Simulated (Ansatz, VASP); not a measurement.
**One calculation of Mo, two programs**

```
Mo
1.0
     0.00000    2.84409    2.84409
     2.84409    0.00000    2.84409
     2.84409    2.84409    0.00000
Mo
2
Cartesian
  0.0000 0.0000 0.0000
  1.4220 1.4220 1.4220
```

Alike in both runs: functional PBE; k mesh 11 × 11 × 11; occupations fermi-dirac, width 0.05 eV; no spin polarisation.

Ansatz relaxed the structure, and its values are those at the end. VASP's run is a single point on that final structure, the one shown.

|  | VASP | Ansatz |
| --- | --- | --- |
| version | VASP 6.6.1 | Ansatz 0.2.0 |
| potentials or method | VASP PAW PBE potentials, release 64 (Mo_sv) | PAW with Ansatz's earlier generated frozen-core files (soft_1), scalar-relativistic |
| plane-wave cutoff (eV) | 520 | 420 |
| valence electrons in the cell | 28 | 28 |

|  | VASP | Ansatz | Ansatz less VASP |
| --- | --- | --- | --- |
| pressure (GPa) | 0.4 | 0.0 | -0.39 |
